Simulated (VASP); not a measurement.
Write the native input for VASP 6.6.1 that does the following.

```
Task                   : relaxation of cell and atoms
Functional             : PBEsol
Potentials or basis    : VASP PAW PBE potentials, release 64 (Cu)
Cutoff                 : 520 eV
k mesh                 : 20 × 20 × 20
Occupations            : gaussian, width 0.1 eV
Spin                   : no spin polarisation
Further INCAR settings : ALGO = Normal; EDIFF = 1e-07; IBRION = 2; EDIFFG = -0.002; NSW = 80; ISIF = 3
```

The structure of Cu lies in POSCAR:

```
Cu
1.0
    0.0000000000      1.8075000000      1.8075000000
    1.8075000000      0.0000000000      1.8075000000
    1.8075000000      1.8075000000      0.0000000000
Cu
1
Direct
    0.0000000000      0.0000000000      0.0000000000
```

These files were run (other wordings do the same):

INCAR

```
SYSTEM = Cu
PREC     = Accurate       ! precision mode
ENCUT    = 520            ! plane-wave cutoff, eV
EDIFF    = 1E-7           ! SCF threshold, eV
ISMEAR   = 0              ! smearing method
SIGMA    = 0.1            ! smearing width, eV
LREAL    = .FALSE.        ! projectors in reciprocal space
LASPH    = .TRUE.         ! aspherical terms in the spheres
NELM     = 100            ! most SCF steps
ALGO     = Normal         ! electronic algorithm
ISIF     = 3              ! what is computed and relaxed
LWAVE    = .FALSE.        ! write WAVECAR
LCHARG   = .FALSE.        ! write CHGCAR
GGA      = PS             ! functional
IBRION   = 2              ! ionic algorithm
NSW      = 80             ! ionic steps
EDIFFG   = -0.002         ! ionic threshold
KPAR     = 4
```

KPOINTS

```
Automatic mesh
0
G
  20 20 20
  0 0 0
```

Potentials or basis: VASP PAW PBE potentials, release 64 (Cu).

Launch:

```console
$ cat potpaw_PBE.64/Cu/POTCAR > POTCAR
$ mpirun -np 4 vasp_std > vasp.out
```

Results of the run:

* Relaxed volume: 11.37 Å³/atom
* Relaxed cell: a = 2.524 Å, b = 2.524 Å, c = 2.524 Å, α = 60.00°, β = 60.00°, γ = 60.00°
* Space group after relaxing (to 0.05 Å): Fm-3m (No. 225)
* Energy gained by relaxing: 8.4 meV/atom
* Ionic steps: 3
* Pressure after relaxing: 0.0 GPa
* Band gap on the k mesh: none (metal or under the smearing width)

Caveat: the PAW data sets were made with another functional, which shifts forces and pressure a little.

Run time: 14 s on 4 MPI ranks on Intel(R) Xeon(R) Platinum 8488C (Sapphire Rapids), with other jobs on the host, peak memory 0.15 GiB a rank.
